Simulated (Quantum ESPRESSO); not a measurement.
Crystal: Cu.

```
CELL_PARAMETERS angstrom
-1.44279 1.44279 1.37608
1.44279 -1.44279 1.37608
1.44279 1.44279 -1.37608
ATOMIC_POSITIONS crystal
Cu 0.00000 0.00000 0.00000
```

This isn't the form of Cu at room conditions, which is fcc.

```yaml
Program: Quantum ESPRESSO 7.5
Task: phonons
Functional: PBE
Potentials_or_basis: SSSP 1.3 efficiency PBE
Cutoff: 748 eV
Density_cutoff: 5987 eV
k_mesh: 10 × 10 × 10, shifted
Occupations: cold, width 0.272 eV
Spin: no spin polarisation
Mixing_beta: 0.5
Most_SCF_iterations: 120
SCF_threshold: 2e-10 Ry
```

At Z the frequencies are 242 253 253 cm⁻¹, at a pressure of 6.8 GPa.

Question: How do the modes respond when the cell is scaled evenly, at fixed shape?

Answer: The highest mode has a Grüneisen parameter of 1.97. None of the listed modes softens on compression. Real pressure also changes the shape of this cell, most of all in layered crystals, so these aren't the shifts under hydrostatic load.

Frequencies at 99 % and 101 % of the volume (pressures 8.6 and 5.1 GPa), ions relaxed:
```
mode  99 % (cm⁻¹)  101 % (cm⁻¹)  Grüneisen parameter
   1        246.7         237.3                 1.93
   2        258.3         248.3                 1.97
   3        258.3         248.3                 1.97
```

Modes are matched by their order; those that don't vary smoothly over the three volumes are left out.

Caveat: the k mesh is coarse; the mesh is thin for the phonons of a metal; the cell is more than 3 GPa from zero pressure, which shifts response properties; the q point doesn't lie on the k mesh, which can shift a metal's frequencies strongly unless the mesh is converged.
